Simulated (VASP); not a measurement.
Ag: optical spectrum with PBE

Crystal: Ag.

```
CELL_PARAMETERS angstrom
0.00000 2.04300 2.04300
2.04300 0.00000 2.04300
2.04300 2.04300 0.00000
ATOMIC_POSITIONS crystal
Ag 0.00000 0.00000 0.00000
```

```
Program                : VASP 6.6.1
Task                   : optical spectrum
Functional             : PBE
Potentials or basis    : VASP PAW PBE potentials, release 64 (Ag)
Cutoff                 : 520 eV
k mesh                 : 12 × 12 × 12
Occupations            : fermi-dirac, width 0.05 eV
Spin                   : no spin polarisation
Further INCAR settings : ALGO = Fast; EDIFF = 1e-07; NBANDS = 30
```

- Pressure: 4.7 GPa
- Band gap on the k mesh: none (metal or under the smearing width)

Levels at points of the mesh, in eV from the Fermi level:
```csv
k point,band 4,band 5,band 6,band 7,band 8,band 9
"(0.00, 0.00, 0.00)",-4.75,-3.71,-3.71,16.08,19.66,19.66
"(0.50, 0.00, 0.00)",-2.92,-2.92,-0.34,3.66,15.31,17.93
"(0.50, 0.50, 0.00)",-2.71,-2.71,1.66,6.80,10.72,10.72
```

Dielectric function (mean over the directions given):
```csv
energy (eV),real part,imaginary part
0.27,5.01,0.00
1.28,5.28,0.00
2.28,6.34,0.00
3.29,6.40,3.64
4.39,2.97,4.12
5.39,2.72,3.46
6.40,2.43,2.16
7.49,1.52,1.80
8.50,2.31,1.87
9.50,2.06,2.35
10.60,2.04,0.94
11.61,0.90,2.04
12.61,2.72,1.39
13.71,1.50,1.38
14.71,1.25,1.80
15.72,1.21,1.83
16.81,0.91,0.99
17.82,1.14,0.77
18.82,0.99,0.77
19.92,1.61,2.08
```

Run time: 13 s on 1 thread of Intel(R) Xeon(R) 6975P-C (Granite Rapids), on a shared host, peak memory 0.17 GiB.

Caveat: spectra need much finer meshes, so this one isn't converged; independent-particle spectra lack excitons; the intraband (Drude) part of a metal's response may be missing.
